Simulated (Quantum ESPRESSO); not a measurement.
PtSe2 (Sudovikovite) under changes of volume

One of the cells (20.671 Å³/atom); the others are scaled copies at fixed shape and fractional positions:

```
Pt Se
1.0
     3.74866    0.00000    0.00000
    -1.87433    3.24644    0.00000
     0.00000    0.00000    5.09552
Pt Se
1 2
Direct
  0.00000 0.00000 0.00000
  0.66667 0.33333 0.75000
  0.33333 0.66667 0.25000
```

| Item | Value |
| --- | --- |
| Program | Quantum ESPRESSO 7.5 |
| Functional | r2SCAN |
| Potentials or basis | SG15 PBE 1.2 |
| Cutoff | 952 eV |
| Density cutoff | 3810 eV |
| k mesh | 7 × 7 × 4 |
| Occupations | fermi-dirac, width 0.05 eV |
| Spin | no spin polarisation |

| volume (Å³/atom) | energy over the lowest point (meV/atom) | pressure (GPa) | largest force (eV/Å) |
| --- | --- | --- | --- |
| 19.049 | 91.05 | 15.8 | 1.283 |
| 19.455 | ? | ? | ? |
| 19.860 | 30.37 | 8.4 | 0.675 |
| 20.671 | 3.19 | 2.5 | 0.164 |
| 21.076 | 0.00 | 0.0 | 0.059 |
| 21.481 | 2.76 | -2.2 | 0.264 |

**Question.** What does the run at 19.455 Å³/atom give?

**Answer.** Energy over the lowest point 56.04 meV/atom; pressure 11.9 GPa; largest force 0.965 eV/Å.

Worked out: A Birch-Murnaghan fit of order 3 (a polynomial in V^(-2/3)) to the other rows has its minimum at 21.08 Å³/atom with B0 = V·E''(V) = 122 GPa and B' = 4.8 at fixed shape and positions, which overstates the stiffness. It gives 56.00 meV/atom at 19.455 Å³/atom, against the run's 56.04, and -dE/dV = 11.9 GPa, against 11.9.

Energies are extrapolated to zero smearing.

Caveats: the potentials were made for another functional, which shifts forces and pressure.
